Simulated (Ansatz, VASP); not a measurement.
# BN: VASP beside Ansatz

The input INCAR:

```
SYSTEM = BN
PREC = Accurate ; ENCUT = 520
EDIFF = 1E-6 ; ISMEAR = 0
SIGMA = 0.05 ; LREAL = .FALSE.
LASPH = .TRUE. ; NELM = 60
ALGO = Normal ; ISIF = 2
LWAVE = .FALSE. ; LCHARG = .TRUE.
GGA = PE ; LELF = .TRUE.
LVHAR = .TRUE. ; NBANDS = 26
```

Contents of KPOINTS:

```
regular mesh
0
G
  6 6 6
  0 0 0
```

The input POSCAR:

```
BN
1.0
    3.6260020000      0.0000000000      0.0000000000
    0.0000000000     -3.6260020000      0.0000000000
    0.0000000000      0.0000000000     -3.6260020000
B N
4 4
Direct
    0.0000000000      0.5000000000      0.5000000000
    0.5000000000      0.0000000000      0.5000000000
    0.5000000000      0.5000000000      0.0000000000
    0.0000000000      0.0000000000      0.0000000000
    0.7500000000      0.7500000000      0.7775785838
    0.2500000000      0.2500000000      0.7500000000
    0.2500000000      0.7500000000      0.2500000000
    0.7500000000      0.2500000000      0.2500000000
```

Input for Ansatz:

```yaml
crystal:
  lattice:
    - [3.626002, 0.0, 0.0]
    - [0.0, -3.626002, 0.0]
    - [0.0, 0.0, -3.626002]
  atoms:
    - { symbol: B, position: [0.0, 0.5, 0.5] }
    - { symbol: B, position: [0.5, 0.0, 0.5] }
    - { symbol: B, position: [0.5, 0.5, 0.0] }
    - { symbol: B, position: [0.0, 0.0, 0.0] }
    - { symbol: "N", position: [0.75, 0.75, 0.7775785838] }
    - { symbol: "N", position: [0.25, 0.25, 0.75] }
    - { symbol: "N", position: [0.25, 0.75, 0.25] }
    - { symbol: "N", position: [0.75, 0.25, 0.25] }
basis:
  ecutwfc: 420
kpoints:
  mp_grid: { grid: [6, 6, 6] }
hamiltonian:
  xc: pbe
scf:
  occupations: { method: gaussian, width: 0.05 }
output:
  forces: true
  stress: true
  eigenvalues: true
  write_density: true
  write_potential: true
  elf: true
  volumetric_format: npy
```

Alike in both runs: task single point; functional PBE; k mesh 6 × 6 × 6; occupations gaussian, width 0.05 eV; no spin polarisation.

```csv
,VASP,Ansatz
version,VASP 6.6.1,Ansatz 0.2.0
potentials or method,"VASP PAW PBE potentials, release 64 (B, N)","scalar-relativistic, plane waves, PAW"
plane-wave cutoff (eV),520,420
valence electrons in the cell,32,32
```

Ansatz gave:

```
gap on the k mesh at the Fermi level (eV)       : 4.21
least direct gap on the mesh (eV)               : 4.21
pressure (GPa)                                  : 0.5
largest component of the traceless stress (GPa) : 0.57
rms of the force components (eV/Å)              : 0.780
```

Task: What did VASP give for the same quantities?

Result: gap on the k mesh at the Fermi level (eV): 4.19; least direct gap on the mesh (eV): 4.19; pressure (GPa): 0.7; largest component of the traceless stress (GPa): 0.57; rms of the force components (eV/Å): 0.784.

Atom by atom the forces differ by 0.005 eV/Å (rms over components). The functional is the same, so the differences come from potentials, cutoffs and numerics.

Caveats: forces of over 1 eV/Å show positions far from the minimum, so gaps and moduli don't describe the material at rest. A k mesh can miss the band edges.
